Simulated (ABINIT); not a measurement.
## CdS (Hawleyite): changed settings of a GW run in ABINIT

Aim: change inputs of a GW run on CdS (Hawleyite) and see what moves.

Main program and level: ABINIT 10.8.3; PBE and many-body steps on it, plane waves.

## 1. The starting structure

Symmetry: F-43m, No. 216, cubic system. The conventional cell has a = 5.833 Å, b = 5.833 Å, c = 5.833 Å, α = 90.00°, β = 90.00°, γ = 90.00°. Nearest to Cd lie 4 S at 2.53 Å. Nearest to S lie 4 Cd at 2.53 Å. Farther neighbours and most contacts between anions are not listed.

The cell and positions come from the Crystallography Open Database and are kept as given unless a step says otherwise.

## 2. Screening, 4×4×4 mesh, 161 bands, screening to 190.5 eV

This step: ABINIT 10.8.3; RPA screening on PBE, plane waves, norm-conserving pseudopotentials.

The RPA dielectric matrix is built and inverted for each q.

The input, run.abi:

```
acell 3*1.0 Angstrom
rprim 
  -0.000000000000 2.916500000000 2.916500000000
  2.916500000000 -0.000000000000 2.916500000000
  2.916500000000 2.916500000000 -0.000000000000
ntypat 2
znucl 48 16
natom 2
typat 1 2
xred 
  0.000000000000 0.000000000000 0.000000000000
  0.250000000000 0.250000000000 0.250000000000
pp_dirpath "pseudos"
pseudos "Cd.upf, S.upf"
ecut 47
ngkpt 4 4 4
nshiftk 1
shiftk 0 0 0
kptopt 1
chksymbreak 0
istwfk *1
occopt 1
irdwfk 1
optdriver 3
nband 161
ecuteps 7
inclvkb 2
awtr 1
symchi 1
indata_prefix "in"
outdata_prefix "out"
tmpdata_prefix "tmp"
```

Command:

```
$ OMP_NUM_THREADS=1 mpirun -n 4 abinit run.abi > log
```

What it wrote:

```text
.Version 10.8.3 of ABINIT. v10.8.2 released Aug 2026.

 Symmetries : space group F-4 3 m (#216); Bravais cF (face-center cubic)
[... echo of the input left out ...]
== DATASET  1 ==================================================================
-   mpi_nproc: 4, omp_nthreads: 1 (-1 if OMP is not activated)

--- !DatasetInfo
iteration_state: {dtset: 1, }
dimensions: {natom: 2, nkpt: 8, mband: 161, nsppol: 1, nspinor: 1, nspden: 1, mpw: 5180, }
cutoff_energies: {ecut:  47.0, pawecutdg:  -1.0, }
electrons: {nelect:   2.60000000E+01, charge:   0.00000000E+00, occopt:   1.00000000E+00, tsmear:   1.00000000E-02, }

 SCREENING: Calculation of the susceptibility and dielectric matrices

 Based on a program developped by R.W. Godby, V. Olevano, G. Onida, and L. Reining.
 Incorporated in ABINIT by V. Olevano, G.-M. Rignanese, and M. Torrent.
.Using double precision arithmetic ; gwpc =  8

[... cell and pseudopotentials left out ...]
--------------------------------------------------------------------------------

 ==== K-mesh for the wavefunctions ====
 Number of points in the irreducible wedge :     8
[... list of points left out ...]
 Together with 24 symmetry operations and time-reversal symmetry
 yields    64 points in the full Brillouin Zone.

 ==== Q-mesh for the screening function ====
 Number of points in the irreducible wedge :     8
[... list of points left out ...]
 Together with 24 symmetry operations and time-reversal symmetry
 yields    64 points in the full Brillouin Zone.

 setmesh: FFT mesh size selected  =    36x   36x   36
          total number of points  =        46656

 vcoul_init : cutoff-mode = AUXILIARY_FUNCTION
 q-points for optical limit:   1
     1)      0.000010    0.000020    0.000030

- screening: taking advantage of time-reversal symmetry
- Maximum band index for partially occupied states nbvw = 13
- Remaining bands to be divided among processors   nbcw = 148
- Number of bands treated by each node ~37

 Number of electrons calculated from density =   26.0000; Expected =   26.0000
 average of density, n =  0.077653
 r_s =    1.4541
 omega_plasma =   26.8804 [eV]

 calculating chi0 at frequencies [eV] :
  1    0.000000E+00    0.000000E+00
  2    0.000000E+00    2.688042E+01

--------------------------------------------------------------------------------
  q-point number  1        q = ( 0.000000, 0.000000, 0.000000) [r.l.u.]
--------------------------------------------------------------------------------
[... chi0 elements left out ...]
 For q-point:  0.000010 0.000020 0.000030
  dielectric constant =  11.0699
  dielectric constant without local fields =  11.7800

  Average fulfillment of the sum rule on Im[epsilon] for q-point    1 :     74.73  [%]
[... wings left out ...]
  q-point number  2        q = ( 0.250000, 0.000000, 0.000000) [r.l.u.]
--------------------------------------------------------------------------------
[... chi0 elements left out ...]
  Average fulfillment of the sum rule on Im[epsilon] for q-point    2 :     84.05  [%]

 [... 6 further q-points ...]
```

It took 85 s on 4 MPI ranks of Arm Neoverse V2, shared host; peak memory 1.7 GiB; 5.6 min of CPU time.

Numbers from this step:

```
ε∞ with local fields, on this mesh, along the program's q direction : 11.07
the same without local fields                                       : 11.78
plasma frequency                                                    : 26.88 eV
plane waves in the screening matrix                                 : 307
```

Local fields lower ε∞ by 6 %. On a Γ-centred mesh this coarse the value itself is usually too large, while a short band sum pulls it down.

## 3. Base

The self-energy is evaluated for the states that the input lists, and the levels follow from it, in one-shot runs by the linearised quasiparticle equation.

This step: G0W0 on PBE, plane waves, norm-conserving pseudopotentials.

run.abi, as its differences from that of step 2:

```diff
@@ -23,8 +23,15 @@
 irdwfk 1
-optdriver 3
+optdriver 4
 nband 161
+gwcalctyp 0
+ecutsigx 47
+symsigma 1
+nkptgw 1
+kptgw 
+  0.0000000000 0.0000000000 0.0000000000
+bdgw 
+  11 17
 ecuteps 7
-inclvkb 2
-awtr 1
-symchi 1
+irdscr 1
+ppmodel 1
 indata_prefix "in"
```

What it wrote:

```text
.Version 10.8.3 of ABINIT. v10.8.2 released Aug 2026.

 Symmetries : space group F-4 3 m (#216); Bravais cF (face-center cubic)
[... echo of the input left out ...]
== DATASET  1 ==================================================================
-   mpi_nproc: 4, omp_nthreads: 1 (-1 if OMP is not activated)

--- !DatasetInfo
iteration_state: {dtset: 1, }
dimensions: {natom: 2, nkpt: 8, mband: 161, nsppol: 1, nspinor: 1, nspden: 1, mpw: 5180, }
cutoff_energies: {ecut:  47.0, pawecutdg:  -1.0, }
electrons: {nelect:   2.60000000E+01, charge:   0.00000000E+00, occopt:   1.00000000E+00, tsmear:   1.00000000E-02, }

 SIGMA: Calculation of the GW corrections

 Based on a program developped by R.W. Godby, V. Olevano, G. Onida, and L. Reining.
 Incorporated in ABINIT by V. Olevano, G.-M. Rignanese, and M. Torrent.
.Using double precision arithmetic ; gwpc =  8

[... cell and pseudopotentials left out ...]
--------------------------------------------------------------------------------

 ==== K-mesh for the wavefunctions ====
 Number of points in the irreducible wedge :     8
[... list of points left out ...]
 Together with 24 symmetry operations and time-reversal symmetry
 yields    64 points in the full Brillouin Zone.

 ==== Q-mesh for screening function ====
 Number of points in the irreducible wedge :     8
[... list of points left out ...]
 Together with 24 symmetry operations and time-reversal symmetry
 yields    64 points in the full Brillouin Zone.

 vcoul_init : cutoff-mode = AUXILIARY_FUNCTION
 q-points for optical limit:   1
     1)      0.000010    0.000020    0.000030
 setmesh: FFT mesh size selected  =    50x   50x   50
          total number of points  =       125000

 Number of electrons calculated from density =   26.0000; Expected =   26.0000
 average of density, n =  0.077653
 r_s =    1.4541
 omega_plasma =   26.8804 [eV]

 === KS Band Gaps ===
  >>>> For spin  1
   Minimum direct gap =   1.1447 [eV], located at k-point      :   0.0000  0.0000  0.0000
   Fundamental gap    =   1.1447 [eV], Top of valence bands at :   0.0000  0.0000  0.0000
                                       Bottom of conduction at :   0.0000  0.0000  0.0000
 SIGMA fundamental parameters:
 PLASMON POLE MODEL  1
 number of plane-waves for SigmaX                 5065
 number of plane-waves for SigmaC and W            307
 number of plane-waves for wavefunctions          5065
 number of bands                                   161
 number of independent spin polarizations            1
 number of spinorial components                      1
 number of k-points in IBZ                           8
 number of q-points in IBZ                           8
 number of symmetry operations                      24
 number of k-points in BZ                           64
 number of q-points in BZ                           64
 number of frequencies for dSigma/dE                 9
 frequency step for dSigma/dE [eV]                0.25
 number of omega for Sigma on real axis              0
 max omega for Sigma on real axis  [eV]           0.00
 zcut for avoiding poles [eV]                     0.10

 EPSILON^-1 parameters (SCR file):
 dimension of the eps^-1 matrix on file            307
 dimension of the eps^-1 matrix used               307
 number of plane-waves for wavefunctions          5065
 number of bands                                   161
 number of q-points in IBZ                           8
 number of frequencies                               2
 number of real frequencies                          1
 number of imag frequencies                          1

 matrix elements of self-energy operator (all in [eV])

 Perturbative Calculation

--- !SelfEnergy_ee
iteration_state: {dtset: 1, }
kpoint     : [   0.000,    0.000,    0.000, ]
spin       : 1
KS_gap     :    1.145
QP_gap     :    2.109
Delta_QP_KS:    0.964
data: !SigmaeeData |
     Band     E0 <VxcDFT>   SigX SigC(E0)      Z dSigC/dE  Sig(E)    E-E0       E
       11   4.366 -15.389 -18.420   1.949   0.781  -0.281 -16.234  -0.844   3.522
       12   4.366 -15.389 -18.420   1.949   0.781  -0.281 -16.234  -0.844   3.522
       13   4.366 -15.389 -18.420   1.949   0.781  -0.281 -16.234  -0.844   3.522
       14   5.511 -10.636  -6.668  -3.820   0.812  -0.231 -10.516   0.120   5.631
       15  10.897 -10.642  -5.801  -4.386   0.810  -0.234 -10.273   0.369  11.266
       16  10.897 -10.642  -5.801  -4.386   0.810  -0.234 -10.273   0.369  11.266
       17  10.897 -10.642  -5.801  -4.386   0.810  -0.234 -10.273   0.369  11.266

== END DATASET(S) ==============================================================
================================================================================

 -outvars: echo values of variables after computation  --------
           etotal      0.0000000000E+00
            nband         161
             nkpt           8
          spgroup         216
 [... the other variables as echoed above ...]

 Calculation completed.
```

The job ended after 12 s (4 MPI ranks; peak memory 1.4 GiB; 47 s of CPU time).

Numbers from this step:

```
G0W0 gap on the points computed              : 2.109 eV
starting gap on the mesh                     : 1.145 eV
k of the valence top                         : 0, 0, 0
k of the conduction bottom                   : 0, 0, 0
Z at the valence top                         : 0.781
Z at the conduction bottom                   : 0.812
least direct G0W0 gap on the computed points : 2.109 eV
```

The gap on the mesh goes from 1.14 eV to 2.11 eV, a correction of +0.96 eV.

## 4. Coulomb singularity

run.abi, as its differences from that of step 3:

```diff
@@ -36,2 +36,3 @@
 ppmodel 1
+gw_icutcoul 7
 indata_prefix "in"
```

What it wrote:

```text
.Version 10.8.3 of ABINIT. v10.8.2 released Aug 2026.

 Symmetries : space group F-4 3 m (#216); Bravais cF (face-center cubic)
[... echo of the input left out ...]
== DATASET  1 ==================================================================
-   mpi_nproc: 4, omp_nthreads: 1 (-1 if OMP is not activated)

--- !DatasetInfo
iteration_state: {dtset: 1, }
dimensions: {natom: 2, nkpt: 8, mband: 161, nsppol: 1, nspinor: 1, nspden: 1, mpw: 5180, }
cutoff_energies: {ecut:  47.0, pawecutdg:  -1.0, }
electrons: {nelect:   2.60000000E+01, charge:   0.00000000E+00, occopt:   1.00000000E+00, tsmear:   1.00000000E-02, }

 SIGMA: Calculation of the GW corrections

 Based on a program developped by R.W. Godby, V. Olevano, G. Onida, and L. Reining.
 Incorporated in ABINIT by V. Olevano, G.-M. Rignanese, and M. Torrent.
.Using double precision arithmetic ; gwpc =  8

[... cell and pseudopotentials left out ...]
--------------------------------------------------------------------------------

 ==== K-mesh for the wavefunctions ====
 Number of points in the irreducible wedge :     8
[... list of points left out ...]
 Together with 24 symmetry operations and time-reversal symmetry
 yields    64 points in the full Brillouin Zone.

 ==== Q-mesh for screening function ====
 Number of points in the irreducible wedge :     8
[... list of points left out ...]
 Together with 24 symmetry operations and time-reversal symmetry
 yields    64 points in the full Brillouin Zone.

 vcoul_init : cutoff-mode = AUX_GB
 q-points for optical limit:   1
     1)      0.000010    0.000020    0.000030
 setmesh: FFT mesh size selected  =    50x   50x   50
          total number of points  =       125000

 Number of electrons calculated from density =   26.0000; Expected =   26.0000
[...]
number of q-points in BZ                           64
 number of frequencies for dSigma/dE                 9
 frequency step for dSigma/dE [eV]                0.25
 number of omega for Sigma on real axis              0
 max omega for Sigma on real axis  [eV]           0.00
 zcut for avoiding poles [eV]                     0.10

 EPSILON^-1 parameters (SCR file):
 dimension of the eps^-1 matrix on file            307
 dimension of the eps^-1 matrix used               307
 number of plane-waves for wavefunctions          5065
 number of bands                                   161
 number of q-points in IBZ                           8
 number of frequencies                               2
 number of real frequencies                          1
 number of imag frequencies                          1

 matrix elements of self-energy operator (all in [eV])

 Perturbative Calculation

--- !SelfEnergy_ee
iteration_state: {dtset: 1, }
kpoint     : [   0.000,    0.000,    0.000, ]
spin       : 1
KS_gap     :    1.145
QP_gap     :    2.111
Delta_QP_KS:    0.967
data: !SigmaeeData |
     Band     E0 <VxcDFT>   SigX SigC(E0)      Z dSigC/dE  Sig(E)    E-E0       E
       11   4.366 -15.389 -18.481   1.977   0.780  -0.282 -16.259  -0.869   3.497
       12   4.366 -15.389 -18.481   1.977   0.780  -0.282 -16.259  -0.869   3.497
       13   4.366 -15.389 -18.481   1.977   0.780  -0.282 -16.259  -0.869   3.497
       14   5.511 -10.636  -6.668  -3.848   0.811  -0.233 -10.539   0.097   5.608
       15  10.897 -10.642  -5.801  -4.413   0.809  -0.236 -10.296   0.346  11.243
       16  10.897 -10.642  -5.801  -4.413   0.809  -0.236 -10.296   0.346  11.243
       17  10.897 -10.642  -5.801  -4.413   0.809  -0.236 -10.296   0.346  11.243

== END DATASET(S) ==============================================================
================================================================================

 -outvars: echo values of variables after computation  --------
           etotal      0.0000000000E+00
            nband         161
             nkpt           8
          spgroup         216
 [... the other variables as echoed above ...]

 Calculation completed.
```

Elapsed: 12 s, on 4 MPI ranks; peak memory 1.4 GiB.

Numbers from this step:

```
G0W0 gap on the points computed              : 2.111 eV
starting gap on the mesh                     : 1.145 eV
k of the valence top                         : 0, 0, 0
k of the conduction bottom                   : 0, 0, 0
Z at the valence top                         : 0.78
Z at the conduction bottom                   : 0.811
least direct G0W0 gap on the computed points : 2.111 eV
```

Against G0W0 in ABINIT (4×4×4 mesh, 161 bands, screening to 190.5 eV, Godby-Needs plasmon pole), the gap moves by +0.002 eV.

## 5. Side by side

Times are wall times on 4 MPI ranks of Arm Neoverse V2, shared host, good to a factor of about two. A run's time includes the screening step that it read.

```csv
run,mesh,bands,screening cutoff (eV),DFT gap (eV),gap on the mesh (eV),direct (eV),ε∞ used,time
base,4×4×4,161,190.5,1.145,2.109,2.109,11.07,97 s
Coulomb singularity,4×4×4,161,190.5,1.145,2.111,2.111,11.07,97 s
```

## 6. Results

```
base                : 2.109 eV
Coulomb singularity : 2.111 eV
known limits        : not at the basis limit; no spin-orbit coupling; coarse k mesh
```

**Reading.** Coulomb singularity: +0.002 eV against base (keys changed: gw_icutcoul). Bands and cutoff are finite, so the gap is not at the basis limit. The miss can reach some tenths of an eV and take either sign; the mesh is an error of its own. In the G0W0 runs levels were corrected at 1 k point alone, so a gap called «on the mesh» is the least over those, and an edge elsewhere would be missed. The 4×4×4 mesh is coarse for this cell, which bears on the long-range parts of exchange and screening. The many-body steps are scalar-relativistic: spin-orbit coupling is not in them.

[Paths, hosts, dates, memory and timing lines, banners, echoed tables and standing remarks are left out of the program output.]

[Logs are printed without paths, hosts, clocks, repeated set-up lines and the standing remarks that a program may print on its own settings, such as how far it seeks lower states.]

[Runs of the session that timed out or met a known fault of the program may be left out.]

[Hosts, paths, dates, database ids (printed as entryN), source tags and the programs' standing remarks are cut or masked in the printed files.]

[G0W0 gaps are taken among the corrected bands and points alone; a level outside them can change the order at an edge.]

[Where Ansatz stands beside ABINIT at settings called matched, ABINIT's density can come from a denser mesh and the files from another edition; pairs whose starting gaps differed by over 0.03 eV were left out, so agreement reads better than it is.]
